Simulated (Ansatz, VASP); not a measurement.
**BAs: VASP beside Ansatz**

```
CELL_PARAMETERS angstrom
0.00000 2.59676 2.30823
2.59676 0.00000 2.30823
2.59676 2.59676 0.00000
ATOMIC_POSITIONS crystal
B 0.00000 0.00000 0.00000
As 0.75000 0.75000 0.75000
```

Change from the starting cell: strain +0.080 along x and y, -0.040 along z, atoms carried along.

Alike in both runs: task single point; functional PBE; k mesh 10 × 10 × 10; occupations gaussian, width 0.05 eV; no spin polarisation.

|  | VASP | Ansatz |
| --- | --- | --- |
| version | VASP 6.6.1 | Ansatz 0.2.0 |
| potentials or method | VASP PAW PBE potentials, release 64 (B, As) | scalar-relativistic, plane waves, PAW |
| plane-wave cutoff (eV) | 520 | 420 |
| valence electrons in the cell | 8 | 18 |

Ansatz gave:

```
gap on the k mesh at the Fermi level (eV)       : none
pressure (GPa)                                  : -11.7
largest component of the traceless stress (GPa) : 11.79
```

Question: What did VASP give for the same quantities?

Answer: gap on the k mesh at the Fermi level (eV): none; pressure (GPa): -11.4; largest component of the traceless stress (GPa): 11.75.

A gap of «none» marks a metal or a gap that the smearing closes. The two sets of potentials don't hold the same shells in valence.
